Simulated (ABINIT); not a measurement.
Set up this calculation in ABINIT 10.8.3 (patched build), as the native input.

```
Task                : band structure
Functional          : TB-mBJ
Potentials or basis : JTH PAW LDA v2.0
Cutoff              : 653 eV
k mesh              : 8 × 8 × 3
Occupations         : fermi-dirac, width 0.05 eV
Spin                : no spin polarisation
Fine-grid cutoff    : 1251.72 eV
```

Crystal: MoS2.

```
CELL_PARAMETERS angstrom
3.16900 0.00000 0.00000
-1.58450 2.74443 0.00000
0.00000 0.00000 12.32400
ATOMIC_POSITIONS crystal
Mo 0.66667 0.33333 0.75000
Mo 0.33333 0.66667 0.25000
S 0.66667 0.33333 0.37700
S 0.33333 0.66667 0.87700
S 0.66667 0.33333 0.12300
S 0.33333 0.66667 0.62300
```

The input as run:

run.abi

```
# Datasets: ground state, then fixed potential
ndtset 2

# Pseudopotentials
pp_dirpath "./"
pseudos "Mo.LDA_PW-JTH.xml, S.LDA_PW-JTH.xml"

# Structure
acell 3*1.0 Angstrom
rprim
     3.1690000000     0.0000000000     0.0000000000
    -1.5845000000     2.7444345046     0.0000000000
     0.0000000000     0.0000000000    12.3240000000
ntypat 2
znucl 42 16
natom 6
typat 1 1 2 2 2 2
xred
     0.6666666667     0.3333333333     0.7500000000
     0.3333333333     0.6666666667     0.2500000000
     0.6666666667     0.3333333333     0.3770000000
     0.3333333333     0.6666666667     0.8770000000
     0.6666666667     0.3333333333     0.1230000000
     0.3333333333     0.6666666667     0.6230000000

# Plane-wave basis
ecut 24.0
pawecutdg 46.0

# Exchange and correlation
ixc -208012
usekden 1
pawxcdev 0

# Bands and occupations
occopt 3
tsmear 0.05 eV

# SCF cycle
nstep 100
diemix 0.3
optforces 0
optstress 0

# Output
iomode 3
prtwf 0
prteig 0
prtebands 0
enunit 1
prtden1 1
prtkden1 1
prtvha1 1
prtvclmb1 1
prtpot1 1

# Dataset 1
kptopt1 1
ngkpt1 8 8 3
nshiftk1 1
shiftk1 0.0 0.0 0.0
nband1 32
tolvrs1 1.0e-7

# Dataset 2: bands along G-M-K-G-A-L-H-A
iscf2 -2
getden2 1
getkden2 1
nband2 38
nbdbuf2 4
tolwfr2 1.0e-11
kptopt2 -7
ndivsm2 5
prteig2 1
prtvol2 -3
kptbounds2
     0.0000000000     0.0000000000     0.0000000000
     0.5000000000     0.0000000000     0.0000000000
     0.3333333333     0.3333333333     0.0000000000
     0.0000000000     0.0000000000     0.0000000000
     0.0000000000     0.0000000000     0.5000000000
     0.5000000000     0.0000000000     0.5000000000
     0.3333333333     0.3333333333     0.5000000000
     0.0000000000     0.0000000000     0.5000000000
```

Potentials or basis: JTH PAW LDA v2.0.

Command:

```bash
$ mpirun --bind-to none -np 4 abinit run.abi > log 2>&1
```

Results of the run:

The band gap on the k mesh is 1.22 eV, indirect (least direct gap 1.95 eV), the band gap along the path is 1.12 eV, indirect (least direct gap 1.68 eV) and the valence electrons inside the program's atomic spheres are Mo 11.30; S 3.60.

Caveat: the constant c of TB-mBJ comes from the pseudo density here, which moves gaps by up to 0.3 eV between sets of potentials; the mesh misses the band edges, which the band path finds closer together.

Wall time 10 min on 4 MPI ranks on Intel(R) Xeon(R) Platinum 8488C (Sapphire Rapids), on a shared host, peak memory 1 GiB a rank.
